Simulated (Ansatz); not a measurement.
Here is an Ansatz 0.2.0 calculation.

File input.yaml:

```yaml
crystal:
  lattice:
    - [0.0, 2.82891, 2.82891]
    - [2.82891, 0.0, 2.82891]
    - [2.82891, 2.82891, 0.0]
  atoms:
    - { symbol: Ge, position: [0.75, 0.75, 0.75] }
    - { symbol: Ge, position: [0.5, 0.5, 0.5] }
hamiltonian:
  xc: { exchange: pbe, correlation: pbe, exx: { coeff: 0.1 } }
  pseudopotentials: { kind: paw }
kpoints:
  mp_grid: { grid: [5, 5, 5] }
scf:
  occupations: { method: fermi_dirac, width: 0.05 }
output:
  forces: true
  stress: true
  eigenvalues: true
```

Potentials or basis: Ansatz PAW.

The run is started by

```bash
$ ansatz run input.yaml --threads 2 --pin off --max-ram 5632MiB --backend cpu --events-out ev --progress --plain --runs-dir out
```

Task: What does it give for the band gap on the k mesh?

Result: 0.59 eV, direct.

Task: What does it give for the pressure?

Result: 2.4 GPa.

Caveat: odd divisions of the mesh miss points on the zone boundary, where band edges often lie, so the gap on the mesh can be too wide; the PAW data sets come from PBE, with cores solved anew for the run's functional, which leaves a small shift of forces and pressure; the thresholds are loose for stress.

The gap isn't set beside the measured one, since this odd mesh misses points on the zone boundary.
